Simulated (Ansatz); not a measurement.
## CdS: the gap against volume

CdS, P6_3mc, a = 4.197 Å, c = 6.828 Å. Ansatz: PBE, PAW, 420 eV, Γ-centred 6×6×4 mesh on 4 atoms, Gaussian smearing 0.02 eV; no spin polarisation. Shape and atoms are relaxed at each volume; x = ln(V/V0) with V0 = 26.039 Å³/atom. The gap is read at the mesh points alone.

| x | gap y (eV) |
| --- | --- |
| -0.0619 | 1.256 |
| -0.0305 | 1.183 |
| 0.0000 | ? |
| 0.0296 | 1.041 |
| 0.0583 | 0.972 |

Question: Fit a straight line to the other rows, give the volume deformation potential of the gap and its pressure coefficient, and predict the missing gap. B0 = 53.2 GPa.

Answer: Means x = -0.001125, y = 1.1130; Σ(Δx)² = 0.009032, ΣΔxΔy = -0.02134; the slope is their ratio. y = 1.110 − 2.363 x. The slope is the deformation potential a = dE_g/d ln V = -2.36 eV, and dE_g/dP = −a/B0 = 44.4 meV/GPa. At x = 0.0000 the fit asked for gives 1.110 eV. The run gave 1.112 eV, so the fit is 0.002 eV too low, a small miss on the scale of the series.

Semilocal functionals give gaps under the measured ones; changes of the gap mostly carry over better.